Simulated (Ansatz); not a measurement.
A run of Ansatz 0.2.0:

input.yaml

```yaml
crystal:
  lattice:
    - [2.9065, 0.0, 0.0]
    - [-1.45325, 2.5171028361, 0.0]
    - [0.0, 0.0, 2.8366]
  atoms:
    - { symbol: W, position: [0.0, 0.0, 0.0] }
    - { symbol: C, position: [0.6666666667, 0.3333333333, 0.5] }
kpoints:
  mp_grid: { grid: [8, 8, 6] }
scf:
  occupations: { method: fermi_dirac, width: 0.05 }
hamiltonian:
  xc: pbesol
  pseudopotentials: { kind: all_electron, datasets: crystal }
output:
  forces: true
  stress: true
  eigenvalues: true
```

Potentials or basis: all-electron PAW datasets made for the crystal.

Run with:

```console
$ ansatz run input.yaml --threads 2 --pin off --max-ram 8192MiB --backend cpu --events-out ev --progress --plain --runs-dir out
```

Hardware: 2 threads of Arm Neoverse V2, on a shared host.

Problem. Estimate the wall time of this run.

Solution. It took 5.2 s on 2 threads of Arm Neoverse V2, on a shared host, peak memory 0.51 GiB. Counts: scf iterations 10, plane waves 315, k points 40, bands 15.
